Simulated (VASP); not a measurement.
# AlN (rocksalt), LDA relaxation of cell and atoms: VASP's output and Ansatz's

POSCAR

```
Al N
 1.0000000000000000
    -0.0000000000000000    2.0352516416763575    2.0352516416763575
     2.0352516416763575    0.0000000000000000    2.0352516416763575
     2.0352516416763575    2.0352516416763575   -0.0000000000000000
 Al  N
   1   1
Cartesian
  0.0000000000000000  0.0000000000000000  0.0000000000000000
  2.0352516416763575  2.0352516416763575  2.0352516416763575
```

VASP ran with the recommended LDA PAW datasets (8 valence electrons in the cell).

From OUTCAR

```
k-points           NKPTS =     47   k-points in BZ     NKDIM =     47   number of bands    NBANDS=     11

   NELECT =       8.0000    total number of electrons

   dimension x,y,z NGX =    24 NGY =   24 NGZ =   24
   dimension x,y,z NGXF=    48 NGYF=   48 NGZF=   48

  energy-cutoff  :      600.00
  volume of cell :       16.16
      direct lattice vectors                 reciprocal lattice vectors
     0.000000000  2.006851223  2.006851223    -0.249146521  0.249146521  0.249146521
     2.006851223  0.000000000  2.006851223     0.249146521 -0.249146521  0.249146521
     2.006851223  2.006851223  0.000000000     0.249146521  0.249146521 -0.249146521

 k-points in reciprocal lattice and weights: KPOINTS created by Atomic Simulation Env
   0.00000000  0.00000000  0.00000000       0.001
   0.10000000  0.00000000  0.00000000       0.008
   0.20000000  0.00000000  0.00000000       0.008
   0.30000000  0.00000000  0.00000000       0.008
   0.40000000  0.00000000  0.00000000       0.008
   0.50000000  0.00000000  0.00000000       0.004
   0.10000000  0.10000000  0.00000000       0.006
   0.20000000  0.10000000  0.00000000       0.024
   ...

 E-fermi :  10.4538

 k-point     1 :       0.0000    0.0000    0.0000
  band No.  band energies     occupation
      1      -7.6111      2.00000
      2       9.9998      2.00000
      3       9.9998      2.00000
      4       9.9998      2.00000
      5      16.0936      0.00000
      6      22.0908      0.00000
      7      22.0908      0.00000
      8      22.0908      0.00000
      9      27.3749      0.00000
     10      27.7930      0.00000
     11      27.7930      0.00000

 k-point     2 :       0.1000    0.0000    0.0000
  band No.  band energies     occupation
      1      -7.3994      2.00000
      2       8.9929      2.00000
      3       9.8718      2.00000
      4       9.8718      2.00000
      5      16.6786      0.00000
      6      21.2087      0.00000
      7      22.3997      0.00000
      8      22.3997      0.00000
      9      26.2159      0.00000
     10      26.2160      0.00000
     11      28.3174      0.00000

 k-point     3 :       0.2000    0.0000    0.0000
  band No.  band energies     occupation
      1      -6.7822      2.00000
      2       6.8301      2.00000
      3       9.5619      2.00000
      4       9.5619      2.00000
      5      17.2074      0.00000
      6      20.8031      0.00000
      7      22.6082      0.00000
      8      22.6082      0.00000
      9      25.6140      0.00000
     10      25.6140      0.00000
     11      27.6489      0.00000

 k-point     4 :       0.3000    0.0000    0.0000
  band No.  band energies     occupation
      1      -5.8297      2.00000
      2       4.4467      2.00000
      3       9.2194      2.00000
      4       9.2194      2.00000
      5      16.8369      0.00000
      6      21.8450      0.00000
      7      21.8879      0.00000
      8      21.8879      0.00000
      9      26.8108      0.00000
     10      27.1101      0.00000
     11      27.1101      0.00000

 k-point     5 :       0.4000    0.0000    0.0000
  band No.  band energies     occupation
      1      -4.7545      2.00000
      2       2.4155      2.00000
      3       8.9679      2.00000
      4       8.9679      2.00000
      5      16.4180      0.00000
      6      21.2220      0.00000
      7      21.2220      0.00000
      8      23.0039      0.00000
      9      26.2588      0.00000
     10      29.3478      0.00000
     11      29.3478      0.00000

 k-point     6 :       0.5000    0.0000    0.0000
  band No.  band energies     occupation
      1      -4.1823      2.00000
      2       1.5108      2.00000
      3       8.8771      2.00000
      4       8.8771      2.00000
      5      16.2678      0.00000
      6      20.9825      0.00000
      7      20.9825      0.00000
      8      23.4509      0.00000
      9      26.1127      0.00000
     10      30.6719      0.00000
     11      30.6719      0.00000

 k-point     7 :       0.1000    0.1000    0.0000
  band No.  band energies     occupation
      1      -7.3294      2.00000
      2       9.0892      2.00000
      3       9.6189      2.00000
      4       9.6189      2.00000
      5      16.9325      0.00000
      6      20.5349      0.00000
      7      22.7312      0.00000
      8      22.7312      0.00000
      9      24.4825      0.00000
     10      28.1195      0.00000
     11      29.4934      0.00000

 k-point     8 :       0.2000    0.1000    0.0000
  band No.  band energies     occupation
      1      -6.8484      2.00000
      2       7.4826      2.00000
      3       9.2315      2.00000
      4       9.3693      2.00000
      5      17.6789      0.00000
      6      19.7316      0.00000
      7      22.4037      0.00000
      8      23.2415      0.00000
      9      24.0236      0.00000
     10      27.4640      0.00000
     11      29.1756      0.00000

 ...

  Total       -0.0042750     -0.0042750     -0.0042750     -0.0000000      0.0000000      0.0000000
  in kB       -0.4237128     -0.4237128     -0.4237128     -0.0000000      0.0000000      0.0000000
  external PRESSURE =      -0.4237128 kB  Pullay stress =       0.0000000 kB

 POSITION                                       TOTAL-FORCE (eV/Angst)
 -----------------------------------------------------------------------------------
      0.00000      0.00000      0.00000         0.000000      0.000000      0.000000
      2.00685      2.00685      2.00685        -0.000000     -0.000000     -0.000000
 -----------------------------------------------------------------------------------
    total drift:                               -0.000000     -0.000000      0.000000

  FREE ENERGIE OF THE ION-ELECTRON SYSTEM (eV)
  ---------------------------------------------------
  free  energy   TOTEN  =       -16.2314179336 eV

  energy  without entropy=      -16.2314179336  energy(sigma->0) =      -16.23141793
```

The two codes use different PAW datasets and cutoffs. VASP's cell holds 8 valence electrons and Ansatz's 8. LDA means the Perdew–Zunger form with relativistic exchange in VASP and the Perdew–Wang form in Ansatz.

Question: What does Ansatz give for the same cell and level of theory?

Answer: relaxed cell vector lengths 2.836, 2.836, 2.836 Å; relaxed cell volume 16.13 Å³.

Ansatz printed

```
basis re-selected at this cell: Δ(F+E_penalty+E_count) = -1.960e-9 eV, ΔP = -0.001 GPa vs the last step (what re-selecting the basis moved, of the pressure what is left beyond the Pulay correction that the steps carried, after the strain that the cell walked since its last selection, with what the two solves' SCF thresholds leave and, on support functions, any second-order correction that the steps lacked; it is no measure of the basis error at this ecutwfc). This SCF's stress stands 2.76e-3 GPa from its target on what of the cell is left free (relax.cell.stress_tol is 5.00e-2 GPa) and its largest allowed force component is 3.07e-30 eV/Å (relax.f_tol is 5.00e-3 eV/Å): within both
SCF converged after 4 iterations
Free energy (F): -889.662726 eV
Harris-Foulkes:  -889.662726 eV  (|F-HF|=1.14e-13)
Internal energy: -889.662726 eV  (E = F + TS)
E sigma→0 (E₀):  -889.662726 eV
Fermi energy:    13.636531 eV
--- Per-component energies (eV) ---
  E_band       = 38.936937
  E_kinetic    = 163.663228
  E_local      = -167.661773  (includes V_loc(G=0)·N_el)
  E_nonlocal   = 56.397880
  E_hartree    = 60.542726
  E_xc         = -102.437771
  E_vxc        = -110.046536  (∫ρ·V_xc dr)
  E_paw        = -561.799782  (= ΣΔE_a)
  E_vpaw       = -24.501413  (= ΣTr[D̂ρ^β])
  E_aug_tail   = 0.000091  (compensation charges beyond the density's cutoff)
  E_ewald      = -338.503087
  E_core_change = 0.135761  (= ΣΔE_core)
  E_smearing   = -0.000000  (= −TS)
  E_closure    = 0.000000  (closes the sum)
  Σ components = -889.662726   (vs F -889.662726, Δ=0.00e0)
--- Forces (eV/Å), atoms counted from 1 ---
  atom   1  Al    -0.00000000     0.00000000     0.00000000
  atom   2  N      0.00000000     0.00000000    -0.00000000
  max |Σ_I F_I| component: 5.42e-30 eV/Å
--- Stress (GPa, compression-positive) ---
       -0.002755      -0.000000      -0.000000
       -0.000000      -0.002755      -0.000000
       -0.000000       0.000000      -0.002755
  P = ⅓ Tr σ = -0.0028 GPa (-0.028 kbar)
--- Relaxed structure (5 steps of the walk, 5 accepted, 2 SCFs on fresh bases) ---
  F+E_penalty+E_count = -889.66272588 eV   max|allowed force component| = 3.073e-30 eV/Å   (the final SCF, on the basis selected at the relaxed cell)
  cell:  # Å, volume = 16.1319 Å³
    - [5.294410002930574e-34, 2.005481136181805, 2.005481136181805]
    - [2.005481136181805, 7.356443372493008e-34, 2.005481136181805]
    - [2.005481136181805, 2.005481136181805, -1.3534581962378902e-35]
  atoms:
    - { symbol: Al, position: [6.40714415748572e-36, -5.914286914601833e-36, -6.900001400372857e-36] }
    - { symbol: N, position: [0.5, 0.5, 0.5] }
```
